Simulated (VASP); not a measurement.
Set up this calculation in VASP 6.6.1, as the native input.

- Task: single point
- Functional: r2SCAN
- Dispersion: D4
- Potentials or basis: VASP PAW PBE potentials, release 64 (Br)
- Cutoff: 520 eV
- k mesh: 5 × 5 × 5
- Occupations: fermi-dirac, width 0.05 eV
- Spin: no spin polarisation
- Dipole correction: no
- Further INCAR settings: ALGO = Normal; EDIFF = 1e-06; NBANDS = 18

Crystal: Br.

```
Br
1.0
     4.59764    0.00000    0.00000
     0.00000    4.59764    0.00000
     0.00000    0.00000    4.59764
Br
3
Cartesian
  2.2988 0.0000 0.0000
  0.0000 2.2988 0.0000
  0.0000 0.0000 2.2988
```

These files were run (other wordings do the same):

POSCAR

```
Br
1.0
    4.5976403800      0.0000000000      0.0000000000
    0.0000000000      4.5976403800      0.0000000000
    0.0000000000      0.0000000000      4.5976403800
Br
3
Direct
    0.5000000000      0.0000000000      0.0000000000
    0.0000000000      0.5000000000      0.0000000000
    0.0000000000      0.0000000000      0.5000000000
```

INCAR.step1

```
SYSTEM = Br
PREC = Accurate ; ENCUT = 520
ISMEAR = -1 ; SIGMA = 0.05
LREAL = .FALSE. ; LASPH = .TRUE.
NELM = 100 ; NBANDS = 18
GGA = PE ; ALGO = Normal
EDIFF = 1E-4 ; LWAVE = .TRUE.
LCHARG = .FALSE.
```

INCAR.step2

```
SYSTEM = Br
PREC = Accurate ; ENCUT = 520
EDIFF = 1E-6 ; ISMEAR = -1
SIGMA = 0.05 ; LREAL = .FALSE.
LASPH = .TRUE. ; NELM = 100
ALGO = Normal ; ISIF = 2
LWAVE = .FALSE. ; LCHARG = .TRUE.
METAGGA = R2SCAN ; LMIXTAU = .TRUE.
IVDW = 13 ; LELF = .TRUE.
LVHAR = .TRUE. ; NBANDS = 18
VDW_S6 = 1.0 ; VDW_S8 = 0.6018749
VDW_A1 = 0.51559235 ; VDW_A2 = 5.77342911
ISTART = 1
```

KPOINTS

```
regular mesh
0
G
  5 5 5
  0 0 0
```

Potentials or basis: VASP PAW PBE potentials, release 64 (Br).

Command:

```console
$ cat potpaw_PBE.64/Br/POTCAR > POTCAR
$ cp INCAR.step1 INCAR
$ mpirun -np 1 vasp_std > vasp.out
$ cp INCAR.step2 INCAR
$ mpirun -np 1 vasp_std > vasp.out
```

It gave:

The pressure is -1.5 GPa. The band gap on the k mesh is none (metal or under the smearing width) and the dispersion energy per atom is -0.091 eV.

Caveat: the PAW data sets were made with another functional, which shifts forces and pressure a little; an odd number of electrons without spin polarisation forces a metal; a magnetic or distorted state may lie lower; pairwise dispersion overbinds metals, which lowers pressure and volume.

Wall time 31 s on 1 thread of Intel(R) Xeon(R) 6975P-C (Granite Rapids), with other jobs on the host, peak memory 0.2 GiB.
